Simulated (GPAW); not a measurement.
A run of GPAW 26.7.0 is set up as follows.

The input run.py:

```python
from ase.calculators.mixing import SumCalculator
from ase.eos import EquationOfState
from ase.io import Trajectory
from ase.spacegroup import crystal
from ase.units import GPa
from dftd3.ase import DFTD3
from gpaw import GPAW, PW

# As 4c
# B 4a
atoms = crystal(['As', 'B'],
                basis=[[0.25, 0.25, 0.25],
                       [0.0, 0.0, 0.0]],
                spacegroup=216, setting=1,  # F-43m
                cellpar=[4.777, 4.777, 4.777, 90.0, 90.0, 90.0],
                primitive_cell=True)

traj = Trajectory('eos.traj', 'w')
volumes, energies = [], []
for x in [0.94, 0.96, 0.98, 1.0, 1.02, 1.04, 1.06]:
    a = atoms.copy()
    a.set_cell(atoms.cell * x**(1 / 3), scale_atoms=True)
    calc = GPAW(mode=PW(800),
                xc='RPBE',
                kpts={'size': (8, 8, 8), 'gamma': True},
                occupations={'name': 'fermi-dirac', 'width': 0.05},
                nbands=11,
                convergence={'density': 1e-05, 'energy': 1e-05},
                maxiter=150,
                txt=f'eos-{x:.2f}.txt')
    a.calc = SumCalculator([calc, DFTD3(method='rpbe', damping='d3zero')])
    energies.append(a.get_potential_energy())
    volumes.append(a.get_volume())
    p = -a.get_stress()[:3].mean() / GPa
    calc.write(f'eos-{x:.2f}.gpw')
    traj.write(a)
    print(f'{x:.2f} {volumes[-1]:10.4f} A^3 {energies[-1]:14.6f} eV {p:9.3f} GPa', flush=True)

v0, e0, B = EquationOfState(volumes, energies, eos='birchmurnaghan').fit()
print(f'V0 = {v0:.4f} A^3, E0 = {e0:.6f} eV, B0 = {B / GPa:.2f} GPa')
```

Potentials or basis: the program's PAW data sets (release 1.2.1) made for this functional, pw.

The run is started by

```bash
$ OMP_NUM_THREADS=1 python run.py
```

Question: Estimate the bulk modulus.

Answer: 131 GPa.

Question: What does it give for the pressure derivative of the bulk modulus?

Answer: 4.2.

Question: Predict the equilibrium volume.

Answer: 13.90 Å³/atom.

Energy against volume, from the lowest point:
```tsv
volume (Å³/atom)	energy (meV/atom)
12.809	40.40
13.081	21.98
13.354	9.47
13.626	2.32
13.899	0.00
14.171	2.05
14.444	8.03
```

**Experimental background.**

“Basic Physical Properties of Cubic Boron Arsenide”, 2019, arxiv:1911.11281 quotes, for a bulk crystal of BAs: bulk modulus 148 GPa.

A measured bulk modulus of BAs is 148 GPa (quoted in “Basic Physical Properties of Cubic Boron Arsenide”, 2019, arxiv:1911.11281); the calculated 131 GPa misses it by -11.8 %. The fit is for a static lattice scaled at fixed shape and fixed fractional positions.
